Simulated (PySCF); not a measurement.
## Basis set benchmark on one molecule

Molecule: SMILES C(F)(F)F, CHF3.

Atom-mapped SMILES (the numbers label the heavy atoms): `[F:1][CH:2]([F:3])[F:4]`. Hydrogens are named by the atom that carries them.

Geometry PBE0-D3(BJ)/def2-SVP throughout; GIAO in PySCF 2.14.0 with density-fitted response routines, gas phase, one conformer, non-relativistic; equivalent atoms averaged; functional PBE0.

Reference values (measured; gas, zero density; Jackowski, Slowinski, Molecules 2023, 28, 1499): σ(H(C2)) = 24.58 ppm, σ(C2) = 68.7 ppm, σ(F1/F3/F4) = 274.0 ppm.

How do the basis sets STO-3G, 6-31G, pcSseg-0, 6-31G*, def2-SVP, cc-pVDZ, pcSseg-1, aug-cc-pVDZ, 6-311+G(2d,p), def2-TZVP, cc-pVTZ, IGLO-III, pcSseg-2, pcSseg-3 perform against the reference? Times are CPU seconds on shared hosts with different chips, so compare them loosely.

## Answers


```tsv
basis set	functions	H(C2)	C2	F1/F3/F4	abs. error H	abs. error C	abs. error F	core-s
STO-3G	21	28.98	142.0	406.4	4.40	73.3	132.4	0.76
6-31G	38	26.27	79.2	273.0	1.69	10.5	1.0	1.5
pcSseg-0	38	25.72	57.1	272.9	1.14	11.6	1.1	1.5
6-31G*	58	25.81	78.6	284.5	1.23	9.9	10.5	1.9
def2-SVP	61	25.74	77.2	286.6	1.16	8.5	12.6	2
cc-pVDZ	61	25.53	80.7	282.7	0.95	12.0	8.7	2.3
pcSseg-1	73	25.10	62.6	263.8	0.52	6.1	10.2	6
aug-cc-pVDZ	101	24.87	77.9	277.8	0.29	9.2	3.8	3.6
6-311+G(2d,p)	114	25.15	66.5	265.1	0.57	2.2	8.9	3.9
def2-TZVP	130	25.22	63.6	265.0	0.64	5.1	9.0	4.8
cc-pVTZ	134	25.12	64.9	267.1	0.54	3.8	6.9	4.9
IGLO-III	150	24.87	59.5	262.6	0.29	9.2	11.4	5.3
pcSseg-2	158	24.91	58.6	264.0	0.33	10.1	10.0	4.5
pcSseg-3	321	24.71	58.0	263.2	0.13	10.7	10.8	25
```

For ¹H the closest is pcSseg-3 (0.13 ppm) and the furthest STO-3G (4.40 ppm).

For ¹³C the closest is 6-311+G(2d,p) (2.2 ppm) and the furthest STO-3G (73.3 ppm).

For ¹⁹F the closest is 6-31G (1.0 ppm, with pcSseg-0 practically level) and the furthest STO-3G (132.4 ppm). Where a smaller basis beats a larger one, errors probably cancel; the largest sets show where the functional converges. One molecule is a small sample, and vibrational effects are absent from the calculation.

A small basis that lands close on one nucleus may do so by chance; judge by the trend and by all nuclei.
